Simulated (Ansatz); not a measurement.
Bulk crystal (InP) after relaxation:

```cif
data_structure
_symmetry_space_group_name_H-M 'P 1'
_symmetry_Int_Tables_number 1
_cell_length_a 3.8602
_cell_length_b 3.8602
_cell_length_c 3.8602
_cell_angle_alpha 60.000
_cell_angle_beta 60.000
_cell_angle_gamma 60.000
_cell_volume 40.67
loop_
_atom_site_label
_atom_site_type_symbol
_atom_site_fract_x
_atom_site_fract_y
_atom_site_fract_z
_atom_site_occupancy
In1 In 0.00000 0.00000 0.00000 1
P1 P 0.50000 0.50000 0.50000 1
```

Miller indices refer to the conventional cell of Fm-3m (No. 225), a = 5.459 Å, b = 5.459 Å, c = 5.459 Å, α = 90.00°, β = 90.00°, γ = 90.00°.

The (100) slab of 4 planes, 8.2 Å thick with 15 Å of vacuum as cut; outer planes InP (top) and InP (bottom).

The calculation used DFT PBEsol, scalar-relativistic, plane waves, PAW in Ansatz. Plane waves to 420 eV, a k mesh through Γ of 9×9×1 on the computed 8-atom cell and Gaussian smearing (0.10 eV); no spin polarisation. The cell repeats along c with a dipole correction in the vacuum.

Results for the relaxed slab:

* Surface energy (mean of both faces): 0.45 J/m²
* Work function: 4.66 eV

Relaxation lowers the energy by 0.043 J/m² a face; the largest move is 0.130 Å.

| plane (bottom to top) | atoms | spacing to next, bulk (Å) | relaxed (Å) | change (%) | rumpling (Å) |
| --- | --- | --- | --- | --- | --- |
| 1 | InP | 2.730 | 2.688 | -1.5 | 0.168 |
| 2 | InP | 2.730 | 2.722 | -0.3 | 0.177 |
| 3 | InP | 2.730 | 2.688 | -1.5 | 0.177 |
| 4 | InP |  |  |  | 0.168 |

The reference crystal is the rock-salt form of InP, which isn't its usual structure.